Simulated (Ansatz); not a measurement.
## HgTe, one cell by several methods

```
Hg Te
1.0
     0.00000    2.92150    2.92150
     2.92150    0.00000    2.92150
     2.92150    2.92150    0.00000
Hg Te
1 1
Direct
  0.00000 0.00000 0.00000
  0.50000 0.50000 0.50000
```

Atoms are numbered in the order listed.

The geometry is COD entry 1538296, unchecked; take it as a test cell.

Levels of theory: DFT, PBE, PAW with Ansatz's default frozen-core files, fully relativistic files with spin-orbit coupling (Ansatz 0.2.0); DFT, PBE, all-electron LAPW, Dirac equation with spin-orbit coupling (Ansatz 0.2.0).

For PAW: a Γ-centred 12×12×12 k mesh, Fermi–Dirac smearing of 0.08 eV, cutoff 420 eV, no spin polarisation. LAPW targets a basis error of 1 meV/atom. The Ansatz runs share mesh, smearing and spin set-up. Plane-wave (PAW) pressures include the program's estimate of the Pulay term.

Stress and pressure are positive in compression.

Levels count from the Fermi level.

| quantity | PAW | LAPW |
| --- | --- | --- |
| pressure (GPa) | 10.00 | 10.00 |
| highest filled level at X (eV) | -2.500 | -2.500 |
| lowest empty level at X (eV) | 4.708 | 4.707 |
| highest filled level at Γ (eV) | -0.331 | -0.330 |
| lowest empty level at Γ (eV) | 6.608 | 6.609 |
| highest filled level at W (eV) | -3.930 | -3.930 |
| lowest empty level at W (eV) | 2.178 | 2.178 |

PAW's pressure differs from the LAPW value by about 0.01 GPa or less.
